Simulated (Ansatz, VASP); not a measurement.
**Bi: VASP beside Ansatz**

INCAR

```
SYSTEM = Bi
PREC = Accurate
ENCUT = 520
EDIFF = 1E-6
ISMEAR = 0
SIGMA = 0.027000000000000003
LREAL = .FALSE.
LASPH = .TRUE.
NELM = 80
ALGO = Normal
ISIF = 2
LWAVE = .FALSE.
LCHARG = .FALSE.
GGA = PE
NBANDS = 14
```

Contents of KPOINTS:

```
regular mesh
0
G
  9 9 9
  0 0 0
```

Contents of POSCAR:

```
Bi
1.0
   -1.9814305318      1.9814305318      1.9814305318
    1.9814305318     -1.9814305318      1.9814305318
    1.9814305318      1.9814305318     -1.9814305318
Bi
1
Direct
    0.0000000000      0.0000000000      0.0000000000
```

The input input.yaml:

```yaml
crystal:
  lattice:
    - [-1.9814305318, 1.9814305318, 1.9814305318]
    - [1.9814305318, -1.9814305318, 1.9814305318]
    - [1.9814305318, 1.9814305318, -1.9814305318]
  atoms:
    - { symbol: Bi, position: [0.0, 0.0, 0.0] }
kpoints:
  mp_grid: { grid: [9, 9, 9] }
scf:
  occupations: { method: gaussian, width: 0.027 }
hamiltonian:
  xc: pbe
  pseudopotentials: { kind: all_electron, lapw: { basis_error: 0.001 } }
output:
  forces: true
  stress: true
  eigenvalues: true
```

This isn't the form of Bi at room conditions, which is rhombohedral.

Alike in both runs: task single point; functional PBE; k mesh 9 × 9 × 9; occupations gaussian, width 0.027 eV; no spin polarisation.

```csv
,VASP,Ansatz
version,VASP 6.6.1,Ansatz 0.2.0
potentials or method,"VASP PAW PBE potentials, release 64 (Bi_d)","all-electron LAPW, scalar-relativistic"
plane-wave cutoff (eV),520,see its input
```

VASP gave:

| Item | Value |
| --- | --- |
| gap on the k mesh at the Fermi level (eV) | none |
| pressure (GPa) | 0.8 |

Q: What did Ansatz give for the same quantities?

A: gap on the k mesh at the Fermi level (eV): none; pressure (GPa): 0.9.

A gap of «none» marks a metal or a gap that the smearing closes. Ansatz ran all-electron here, so the differences hold the error of VASP's frozen core and of both bases.

Caveats: spin-orbit coupling is left out, which moves the levels of the heavy elements.
